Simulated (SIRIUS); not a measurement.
# Sn (P-1) in SIRIUS: single point with PBEsol

Aim: the single point of Sn with PBEsol.

Everything below comes from runs of SIRIUS 7.10.0. Logs are shortened: lines on timing, memory, paths and dates and some standing lists are left out, and cuts for length are marked. The log counts tension as positive stress, the text compression.

## 1. The cell of the first run

The typed cell holds 1 atom: a = 3.277 Å, b = 3.347 Å, c = 3.267 Å, α = 105.06°, β = 102.30°, γ = 119.93°.

This isn't the form of Sn at room conditions, which is tetragonal (white tin).

## 2. Single point, PBEsol (cell strained at random at fixed volume)

Input file sirius.json:

```json
{
  "control": {
    "processing_unit": "cpu",
    "verbosity": 2,
    "num_bands_to_print": 14,
    "print_forces": true,
    "print_stress": true
  },
  "parameters": {
    "electronic_structure_method": "pseudopotential",
    "xc_functionals": ["XC_GGA_X_PBE_SOL", "XC_GGA_C_PBE_SOL"],
    "gk_cutoff": 8.5,
    "pw_cutoff": 17.0,
    "ngridk": [10, 10, 10],
    "shiftk": [0, 0, 0],
    "smearing": "fermi_dirac",
    "smearing_width": 0.0018374661,
    "num_bands": 14,
    "num_mag_dims": 0,
    "num_dft_iter": 100,
    "energy_tol": 1e-08,
    "density_tol": 1e-06
  },
  "iterative_solver": {
    "type": "davidson",
    "min_tolerance": 1e-09,
    "tolerance_scale": [0.1, 0.25]
  },
  "mixer": {
    "type": "anderson",
    "beta": 0.7,
    "max_history": 8
  },
  "settings": {
    "tol_ne": 1e-10,
    "pseudo_grid_cutoff": 6.5
  },
  "unit_cell": {
    "lattice_vectors": [
      [-3.721299707218, 3.885705880061, 3.065149002226],
      [3.863631989199, -3.852962595499, 3.199049326238],
      [3.738913844426, 3.870576732707, -3.025143500168]
    ],
    "atom_coordinate_units": "lattice",
    "atom_types": ["Sn"],
    "atom_files": {
      "Sn": "Sn.json"
    },
    "atoms": {
      "Sn": [
        [0.008151, 0.001132, -0.000622]
      ]
    }
  }
}
```

Potentials or basis: PseudoDojo 0.4.1 PBEsol standard (scalar relativistic).

Run with:

```bash
$ upf_to_json Sn.upf
$ OMP_NUM_THREADS=1 sirius.scf --input=sirius.json --output=out.json --task=0
```

The log of the run:

```text
[info] SIRIUS version : 7.10.0
[info] number of MPI ranks           : 1
[info] MPI grid                      : 1 1
[info] maximum number of OMP threads : 1
[fft] FFT context for density and potential
[fft] =====================================
[fft]   comm size                             : 1
[fft]   plane wave cutoff                     : 17
[fft]   grid size                             : 36 40 36   total : 51840
[fft]   grid limits                           : -17 18   -19 20   -17 18
[fft]   number of G-vectors within the cutoff : 7646
[fft]   local number of G-vectors             : 7646
[fft]   number of G-shells                    : 7646
[fft] FFT context for coarse grid
[fft] =====================================
[fft]   comm size                             : 1
[fft]   plane wave cutoff                     : 17
[fft]   grid size                             : 36 40 36   total : 51840
[fft]   grid limits                           : -17 18   -19 20   -17 18
[fft]   number of G-vectors within the cutoff : 7646
[fft]   local number of G-vectors             : 7646
[fft]   number of G-shells                    : 7646
[unit cell] lattice vectors
[unit cell]   a1 :      -3.7212997072      3.8857058801      3.0651490022
[unit cell]   a2 :       3.8636319892     -3.8529625955      3.1990493262
[unit cell]   a3 :       3.7389138444      3.8705767327     -3.0251435002
[unit cell] reciprocal lattice vectors
[unit cell]   b1 :      -0.0247256522      0.8049783942      0.9993851728
[unit cell]   b2 :       0.8039470694     -0.0069051456      0.9848002027
[unit cell]   b3 :       0.8251107831      0.8083215955     -0.0229729324
[unit cell] unit cell volume :       184.59019472 [a.u.^3]
[unit cell] 1/sqrt(omega)    :         0.07360303
[unit cell] MT volume        :         0.00000000 ( 0.00%)
[unit cell] IT volume        :       184.59019472 (100.00%)
[unit cell] number of atom types : 1
[unit cell] type id : 0 symbol : Sn mt_radius :  16.270000 num_atoms : 1
[unit cell] total number of atoms : 1
[unit cell] number of symmetry classes : 1
[unit cell] number of PAW atoms : 0
[unit cell] atom id  type id  class id             position                      vector_field
[unit cell] ------------------------------------------------------------------------------------------
[unit cell]      0        0        0      0.00815   0.00113  -0.00062      0.00000   0.00000   0.00000
[unit cell] atom id         position (Cartesian, a.u.)
[unit cell] ---------------------------------------------
[unit cell]      0      -0.028284    0.024903    0.030487
[unit cell] class id : 0 atom id : 0
[unit cell] minimum bond length:     6.173519
[unit cell] total number of pseudo wave-functions: 9
[sym] space group number   : 2
[sym] international symbol : P-1
[sym] Hall symbol          : -P 1
[sym] space group transformation matrix :
[sym]   0.0000 -0.0000  1.0000
[sym]  -1.0000  1.0000  0.0000
[sym]   0.0000 -1.0000 -0.0000
[sym] space group origin shift :
[sym]   0.5006  0.5070  0.5011
[sym] number of space group operations  : 2
[sym] number of magnetic group operations : 2
[sym] metric tensor error: 0.0000e+00
[sym] rotation matrix error: 4.4409e-16
[sym] symmetry operations
[... list of symmetry operations ...]
[atom type] label          : Sn
[atom type] --------------------------------------------------------------------------------
[atom type] symbol         : Sn
[atom type] name           :
[atom type] zn             : 14
[atom type] mass           : 0
[atom type] mt_radius      : 16.27
[atom type] num_mt_points  : 1628
[atom type] grid_origin    : 0
[atom type] grid_name      : external
[atom type] number of core electrons    : 0
[atom type] number of valence electrons : 14
[atom type] total number of radial functions : 6
[atom type] lmax of radial functions         : 2
[atom type] max. number of radial functions  : 2
[atom type] total number of basis functions  : 18
[atom type] number of aw basis functions     : 18
[atom type] number of lo basis functions     : 0
[atom type] lmax_apw                         : -1
[... 140 lines left out ...]
[find] Total energy                   :     -78.62928403 (Ha),    -157.25856806 (Ry)
[find] Free energy (E-TS)             :     -78.62943567 (Ha),    -157.25887134 (Ry)
[find] band gap (eV)                  :       0.00000000
[find] Efermi                         :       0.39938592
[find] iteration : 1, RMS : 5.207107953354e-04, energy difference : -9.400727959132e-04
[find] Hartree energy of density residual : 5.794562083873e-06
[find] | SCF iteration   2 out of 100|
[diagonalize] iterative solver tolerance (occupied, empty): 3.77904e-05 3.77904e-05
[diagonalize] average number of iterations: 1.95238
[... levels, occupations and energy terms ...]
[find] Total energy                   :     -78.62930590 (Ha),    -157.25861179 (Ry)
[find] Free energy (E-TS)             :     -78.62945770 (Ha),    -157.25891540 (Ry)
[find] band gap (eV)                  :       0.00000000
[find] Efermi                         :       0.39925963
[find] iteration : 2, RMS : 1.222221526768e-04, energy difference : -2.186726129594e-05
[find] Hartree energy of density residual : 1.098644738518e-08
[find] | SCF iteration   3 out of 100|
[diagonalize] iterative solver tolerance (occupied, empty): 9.44759e-06 9.44759e-06
[diagonalize] average number of iterations: 2.55556
[find] Total energy                   :     -78.62930793 (Ha),    -157.25861586 (Ry)
[find] Free energy (E-TS)             :     -78.62945968 (Ha),    -157.25891936 (Ry)
[find] band gap (eV)                  :       0.00000000
[find] Efermi                         :       0.39915052
[find] iteration : 3, RMS : 1.415603150155e-05, energy difference : -2.036724467303e-06
[find] Hartree energy of density residual : 8.474007606054e-09
[find] | SCF iteration   4 out of 100|
[diagonalize] iterative solver tolerance (occupied, empty): 1.4156e-06 1.4156e-06
[... 28 lines left out ...]
[find] Total energy                   :     -78.62930821 (Ha),    -157.25861641 (Ry)
[find] Free energy (E-TS)             :     -78.62945997 (Ha),    -157.25891993 (Ry)
[find] band gap (eV)                  :       0.00000000
[find] Efermi                         :       0.39916066
[find] iteration : 7, RMS : 8.165577078337e-07, energy difference : -1.111303049584e-09
[find] Hartree energy of density residual : 8.739775727442e-11
[find] | SCF iteration   8 out of 100|
[diagonalize] iterative solver tolerance (occupied, empty): 5.5297e-09 5.5297e-09
[diagonalize] average number of iterations: 3.14683
[find] Total energy                   :     -78.62930821 (Ha),    -157.25861641 (Ry)
[find] Free energy (E-TS)             :     -78.62945997 (Ha),    -157.25891993 (Ry)
[find] band gap (eV)                  :       0.00000000
[find] Efermi                         :       0.39916086
[find] iteration : 8, RMS : 3.206085927160e-07, energy difference : 3.275602011854e-10
[find] Hartree energy of density residual : 8.437450969176e-12
[find] bands are converged : true
[find] iterative solver converged : false
[find] +------------------------------+
[find] | SCF iteration   9 out of 100|
[find] +------------------------------+
[diagonalize] iterative solver tolerance (occupied, empty): 1.38242e-09 1.38242e-09
[diagonalize] average number of iterations: 2.72619
[diagonalize] Lowest band energies
[diagonalize] ik:    0   -0.390324   -0.387578   -0.387050   -0.386535   -0.382955   -0.006737    0.644720    0.650117    0.737624    0.775425    0.816217    0.867719    0.879222    0.925998
[diagonalize] ik:    1   -0.390009   -0.387227   -0.387129   -0.386216   -0.383146    0.001840    0.622268    0.625946    0.681319    0.790048    0.808226    0.845060    0.854976    0.907877
[diagonalize] ik:    2   -0.389800   -0.387418   -0.385927   -0.385114   -0.383610    0.027638    0.539256    0.581306    0.618606    0.733543    0.777404    0.880070    0.895679    0.932244
[diagonalize] ik:    3   -0.390207   -0.387861   -0.384114   -0.383810   -0.383590    0.070632    0.421816    0.545570    0.591566    0.690888    0.732031    0.882475    0.986262    1.023872
[diagonalize] ik:    4   -0.390714   -0.388322   -0.384414   -0.382343   -0.381948    0.129627    0.314516    0.522264    0.576715    0.665373    0.702224    0.894551    1.016253    1.092623
[diagonalize] ...
[diagonalize] ik:  499   -0.389867   -0.388115   -0.385009   -0.382559   -0.381081    0.189623    0.262405    0.476912    0.530270    0.693610    0.737948    0.806933    1.082136    1.102539
[diagonalize] ik:  500   -0.387653   -0.387519   -0.385999   -0.383922   -0.381095    0.198040    0.301913    0.427420    0.474193    0.674206    0.794495    0.848036    0.952827    1.164858
[diagonalize] ik:  501   -0.388503   -0.387701   -0.384847   -0.383439   -0.381062    0.218676    0.351361    0.386820    0.431666    0.588572    0.801824    0.909663    0.978774    1.155194
[diagonalize] ik:  502   -0.390414   -0.388650   -0.382797   -0.382275   -0.380824    0.249741    0.354894    0.360657    0.452175    0.531158    0.689562    1.030749    1.108112    1.152905
[diagonalize] ik:  503   -0.391194   -0.389005   -0.382164   -0.381862   -0.380494    0.272825    0.335877    0.347631    0.495909    0.511498    0.626237    1.115462    1.165454    1.205106
[find] Charges and magnetic moments
[find] --------------------------------------------------------------------------------
[find] total charge          : 14.000000
[find] Energy
[find] --------------------------------------------------------------------------------
[find] valence_eval_sum               :      -2.92564586
[find] <rho|V^{XC}>                   :     -12.52774535
[find] <rho|E^{XC}>                   :     -21.80616267
[find] <mag|B^{XC}>                   :       0.00000000
[find] <rho|V^{H}>                    :      33.60565785
[find] one-electron contribution      :     -24.00355835 (Ha),     -48.00711671 (Ry)
[find] hartree contribution           :      16.80282892
[find] xc contribution                :     -21.80616267
[find] ewald contribution             :     -49.62242159
[find] PAW contribution               :       0.00000000
[find] smearing (-TS)                 :      -0.00015176
[find] SCF correction                 :       0.00000548
[find] Total energy                   :     -78.62930821 (Ha),    -157.25861641 (Ry)
[find] Free energy (E-TS)             :     -78.62945997 (Ha),    -157.25891993 (Ry)
[find] band gap (eV)                  :       0.00000000
[find] Efermi                         :       0.39916084
[find] iteration : 9, RMS : 1.104113927674e-07, energy difference : 7.297273896256e-11
[find] Hartree energy of density residual : 1.273389984295e-12
[find] bands are converged : false
[find] iterative solver converged : true
[find] converged after 10 SCF iterations!
[find] Charges and magnetic moments
[find] --------------------------------------------------------------------------------
[find] total charge          : 14.000000
[find] Energy
[find] --------------------------------------------------------------------------------
[find] valence_eval_sum               :      -2.92564586
[find] <rho|V^{XC}>                   :     -12.52774535
[find] <rho|E^{XC}>                   :     -21.80616267
[find] <mag|B^{XC}>                   :       0.00000000
[find] <rho|V^{H}>                    :      33.60565785
[find] one-electron contribution      :     -24.00355835 (Ha),     -48.00711671 (Ry)
[find] hartree contribution           :      16.80282892
[find] xc contribution                :     -21.80616267
[find] ewald contribution             :     -49.62242159
[find] PAW contribution               :       0.00000000
[find] smearing (-TS)                 :      -0.00015176
[find] SCF correction                 :       0.00000548
[find] Total energy                   :     -78.62930821 (Ha),    -157.25861641 (Ry)
[find] Free energy (E-TS)             :     -78.62945997 (Ha),    -157.25891993 (Ry)
[find] band gap (eV)                  :       0.00000000
[find] Efermi                         :       0.39916084
[ground_state] === stress tensor components [kbar] ===
[ground_state] === stress_kin ===
[ground_state] -49820.953805    1.575962   -2.917923
[ground_state]     1.575962-49820.616457   -0.740556
[ground_state]    -2.917923   -0.740556-49796.716159
[ground_state] === stress_har ===
[ground_state] -8348.544636   58.219129  228.595403
[ground_state]    58.219129-8458.554375   52.022843
[ground_state]   228.595403   52.022843-9974.184279
[ground_state] === stress_ewald ===
[ground_state] 27337.714191   94.632517  410.202450
[ground_state]    94.63251727148.127196   93.668492
[ground_state]   410.202450   93.66849224605.134068
[ground_state] === stress_vloc ===
[ground_state] -4543.618331 -153.824586 -640.040003
[ground_state]  -153.824586-4242.859415 -145.494821
[ground_state]  -640.040003 -145.494821 -217.414106
[ground_state] === stress_xc ===
[ground_state] -14622.251244    0.044964    0.297287
[ground_state]     0.044964-14622.377876    0.062025
[ground_state]     0.297287    0.062025-14622.850119
[ground_state] === stress_core ===
[ground_state] 21651.069769   -0.023660    0.097891
[ground_state]    -0.02366021651.067762    0.020307
[ground_state]     0.097891    0.02030721651.543521
[ground_state] === stress_nonloc ===
[ground_state] 28368.296896    1.136895    6.551560
[ground_state]     1.13689528365.192377    1.293051
[ground_state]     6.551560    1.29305128362.526759
[ground_state] === stress_us_nl ===
[ground_state] 28368.296896    1.136895    6.551560
[ground_state]     1.13689528365.192377    1.293051
[ground_state]     6.551560    1.29305128362.526759
[ground_state] === stress_total ===
[ground_state]    21.712841    1.761221    2.786665
[ground_state]     1.761221   19.979213    0.831341
[ground_state]     2.786665    0.831341    8.039684
[ground_state] ==== total Forces in Ha/bohr =====
[ground_state] atom:    0, force:       0.0000000      0.0000000      0.0000000
[... 8 lines left out ...]
[ground_state] ==== Ewald forces from ions =====
[ground_state] atom:    0, force:       0.0000000      0.0000000      0.0000000
[~DFT_ground_state] local op. applied: 173485
[~DFT_ground_state] evp. work count: 51628.9
[~DFT_ground_state] number of iterative solver steps: 17295
```

Wall time 3.4 min (1 thread of Arm Neoverse V2, shared host); peak memory 1.3 GiB.

Results:

```
Free energy            : -2139.6166 eV
Pressure               : -1.7 GPa
Band gap on the k mesh : none (metal or under the smearing width)
```
